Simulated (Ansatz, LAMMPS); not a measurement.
# Static equation of state of amorphous TiO2 at 3.34 g/cm^3 (84 atoms)

Density of this cell: 3.07 g/cm³. The cell holds 84 atoms: 28 Ti and 56 O. Its edges and angles: a = 11.029 Å, b = 10.395 Å, c = 10.553 Å, α = 89.1°, β = 91.9°, γ = 89.1°. The starting structure: 84 atoms (28 Ti, 56 O) placed at random at 3.34 g/cm³, melted at 5000 K for 10 ps at fixed volume with the Morse and Coulomb pair potential with partial charges (Pedone, Malavasi, Menziani, Cormack and Segre, J. Phys. Chem. B 110, 11780 (2006)). Quenched from 5000 K to 300 K at 50 K/ps and fixed volume, held 5 ps, then minimised at fixed cell.

Calculated with Ansatz 0.2.0: Kohn-Sham DFT, PBE, PAW (set soft_2), plane waves; cutoff 420 eV, Γ point, fixed occupations. Cell and atoms were relaxed first, to V0 = 14.393 Å³ an atom at a residual P0 = 0.023 GPa. The cell was then scaled evenly, and the atoms were relaxed at each volume.

| volume (Å³/atom) | pressure (GPa) |
| --- | --- |
| 12.953 | ? |
| 13.529 | 3.257 |
| 13.961 | 1.459 |
| 14.824 | -0.8578 |
| 15.256 | -1.815 |

Task: Fit the third-order Birch–Murnaghan equation to the rows given and extrapolate to the withheld row.

Worked fit:

Take the Eulerian strain f = ½[(V0/V)^(2/3) − 1] and the normalised pressure F = (P − P0) / [3f(1 + 2f)^(5/2)]. The third-order Birch–Murnaghan equation is then the line F = B0 + (3/2)B0(B′ − 4) f, so u = f and v = F.

| u = f | v = F (GPa) |
| --- | --- |
| 0.0210567 | 46.1904 |
| 0.0102570 | 44.3755 |
| -0.00975652 | 31.5966 |
| -0.0190503 | 35.4348 |

With n = 4: mean u = 6.2673e-4, mean v = 39.3993, Σ(u − ū)² = 0.0010051, Σ(u − ū)(v − v̄) = 0.34569. Slope b = 0.34569 / 0.0010051 = 343.93; intercept a = v̄ − b ū = 39.184.

So B0 = a = 39.2 GPa and B′ = 4 + 2b/(3a) = 9.85. At the withheld volume f = 0.03638, F = a + b f = 51.70 GPa, and P = P0 + 3f(1 + 2f)^(5/2) F.

Prediction at 12.953: 6.748 GPa. The run gave 5.006 GPa, so the fit is high by 1.7 GPa (35 % of the value).

The series isn't one smooth equation of state: even a line fitted to all rows, the withheld one included, misses F by up to 15.4 %, the count of bonds changes along the series and an atom moves over 0.5 Å in some relaxation. B0 and B′ are then only the numbers of this fit, not moduli of the material. Among the rows given, the largest miss of the fit is at 15.256, by 0.15 GPa (2.1 % of the range of the table).

Limits: Static cells at zero temperature; the cell shape is held. The program notes that the SCF threshold of these relaxations is loose for the stress. The quench rate of 50 K/ps is many orders above laboratory rates, so the cell is likely richer in defects and strain than a real sample. The network of bonds at the start is that of the classical potential that made the cell, and needn't be the one that DFT or experiment would give. Only the Γ point is sampled, in a cell whose shortest periodic width is 10 Å.

[Hosts, paths, dates, database ids (printed as entryN), source tags and the programs' standing remarks are cut or masked in the printed files.]
